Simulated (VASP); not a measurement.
Input of a VASP 6.6.1 run:

Contents of INCAR:

```
PREC = Accurate ; ENCUT = 600
EDIFF = 1E-6 ; ISMEAR = 0
SIGMA = 0.1 ; LREAL = False
LASPH = True ; NELM = 60
ALGO = Fast ; ISIF = 3
LWAVE = False ; LCHARG = False
GGA = PE ; IBRION = 2
NSW = 100 ; EDIFFG = -0.005
```

File KPOINTS:

```
Automatic mesh
0
Gamma
  18 18 18
```

POSCAR

```
Os
1.0
    0.0000000000      1.9220413878      1.9220413878
    1.9220413878      0.0000000000      1.9220413878
    1.9220413878      1.9220413878      0.0000000000
Os
1
Direct
    0.0000000000      0.0000000000      0.0000000000
```

Potentials or basis: VASP PAW PBE potentials, release 64 (Os).

Command:

```sh
$ cat potpaw_PBE.64/Os/POTCAR > POTCAR
$ mpirun -np 1 vasp_std > vasp.out
```

(1) Estimate the space group after relaxing (to 0.05 Å).

(2) What does it give for the relaxed volume?

(3) Predict the relaxed cell.

(4) What does it give for the band gap on the k mesh?

Answers

(1) Fm-3m (No. 225).

(2) 14.33 Å³/atom.

(3) a = 2.727 Å, b = 2.727 Å, c = 2.727 Å, α = 60.00°, β = 60.00°, γ = 60.00°.

(4) none (metal or under the smearing width).
